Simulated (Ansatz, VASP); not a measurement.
**One calculation of V, two programs**

```xyz
1
Lattice="-1.4959 1.4959 1.4959 1.4959 -1.4959 1.4959 1.4959 1.4959 -1.4959" Properties=species:S:1:pos:R:3 pbc="T T T"
V     0.0000    0.0000    0.0000
```

Alike in both runs: functional PBE; k mesh 20 × 20 × 20; occupations gaussian, width 0.1 eV; no spin polarisation.

Ansatz relaxed the structure, and its values are those at the end. VASP's run is a single point on that final structure, the one shown.

```csv
,VASP,Ansatz
version,VASP 6.6.1,Ansatz 0.2.0
potentials or method,"VASP PAW PBE potentials, release 64 (V_sv)","scalar-relativistic, plane waves, PAW"
plane-wave cutoff (eV),520,420
valence electrons in the cell,13,13
```

Ansatz gave:

| Item | Value |
| --- | --- |
| gap on the k mesh at the Fermi level (eV) | none |
| pressure (GPa) | 0.9 |

Question: What did VASP give for the same quantities?

Answer: gap on the k mesh at the Fermi level (eV): none; pressure (GPa): 1.2.

A gap of «none» marks a metal or a gap that the smearing closes. The functional is the same, so the differences come from potentials, cutoffs and numerics.
